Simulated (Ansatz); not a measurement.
# ZrN: the cost of one run

Program: Ansatz 0.2.0. Level of theory: DFT PBE+D3(BJ), scalar-relativistic, plane waves, PAW. These are calculated values, not measurements.

3 further runs of the same task are left out: 3 set aside as unsound or not needed.

### 1 The structure to begin with

The structure is cubic, space group Fm-3m (No. 225). The conventional cell has a = 4.559 Å, b = 4.559 Å, c = 4.559 Å, α = 90.00°, β = 90.00°, γ = 90.00°. Zr (site symmetry m-3m) is surrounded by 6 N at 2.28 Å. N (site symmetry m-3m) is surrounded by 6 Zr at 2.28 Å.

As a file:

```xyz
2
Lattice="0.0000 2.2796 2.2796 2.2796 0.0000 2.2796 2.2796 2.2796 0.0000" Properties=species:S:1:pos:R:3 pbc="T T T"
Zr    0.0000    0.0000    0.0000
N     2.2796    2.2796    2.2796
```

This cell was relaxed beforehand with the same method: volume 11.85 Å³/atom, gap on the mesh none (metal).

### 2 The film's bulk: TaS2

Relaxed beforehand at this level: -3913.5543 eV/atom, gap on the mesh none (metal).

```
Ta S
1.0
     1.66474    0.96114    5.95215
    -1.66474    0.96114    5.95215
     0.00000   -1.92227    5.95215
Ta S
1 2
Direct
  0.00000 0.00000 0.00000
  0.24684 0.24684 0.24684
  0.75316 0.75316 0.75316
```

### 3 Bulk reference on the slab's mesh

Input file input.yaml:

```yaml
crystal:
  lattice:
    - [3.2237968834, 0.0, 0.0]
    - [-1.6118984417, 2.7918899976, 0.0]
    - [-1.6118984417, 0.9306299992, 2.6322191329]
  atoms:
    - { symbol: Zr, position: [0.0, 0.0, 0.0] }
    - { symbol: "N", position: [0.5, 0.5, 0.5] }
basis:
  ecutwfc: 420
kpoints:
  mp_grid: { grid: [12, 12, 13] }
hamiltonian:
  xc: pbe
  dispersion: d3bj
scf:
  occupations: { method: gaussian, width: 0.1 }
output:
  forces: true
  stress: true
  eigenvalues: true
```

Started as:

```sh
$ ansatz run input.yaml --threads 4 --pin off --max-ram 10240MiB --backend cpu --events-out ev --progress --plain --runs-dir out
```

What time and memory should one allow on 4 threads of Arm Neoverse V2, shared host?

About 1.9 s, with a peak of 0.44 GiB.
